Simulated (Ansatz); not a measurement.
**Ti: stiffness from a series of strains**

```
CELL_PARAMETERS angstrom
2.95000 0.00000 0.00000
-1.47500 2.55477 0.00000
0.00000 0.00000 4.68600
ATOMIC_POSITIONS crystal
Ti 0.33333 0.66667 0.25000
Ti 0.66667 0.33333 0.75000
```

Atom numbers follow the list: Ti1, Ti2.

The cell is COD entry 9008517, as deposited and not checked against the literature; nothing was relaxed.

All numbers below come from Ansatz 0.2.0, DFT, PBE, all-electron LAPW, scalar-relativistic.

The runs use a Γ-centred 13×13×7 k mesh, Fermi–Dirac smearing of 0.08 eV, basis error target 0.5 meV/atom, no spin polarisation.

The strain is applied along the Cartesian axes of the cell as listed (γ is the engineering shear, twice εxy = εyz = εzx). Fractional coordinates are held (clamped ions).

σ is the change of stress from the unstrained cell, which is at -1.58 GPa; tension is positive, so slopes are stress–strain coefficients at that pressure. In a metal the k mesh adds noise.

Only quantities that a quadratic follows smoothly over the whole series are listed; rougher ones are left out.

```
      γ  σxy (GPa)  σyz (GPa)
-0.0300      -1.93      -1.27
-0.0200      -1.28      -0.84
 0.0000       0.00       0.00
 0.0100       0.61       0.40
 0.0200       1.20       0.77
 0.0300       1.75       1.11
```

**Question.** Fit the series and read off the stiffness at zero strain.

**Answer.** Least-squares fits y = p0 + p1 x + p2 x² to the rows give σxy (GPa): p1 = 61.5, p2 = -100; σyz (GPa): p1 = 39.9, p2 = -94.

**Question.** One run, at γ = -0.0100, is withheld. Predict its row.

**Answer.** The fits give -0.62, -0.40; the run gave -0.63, -0.41.
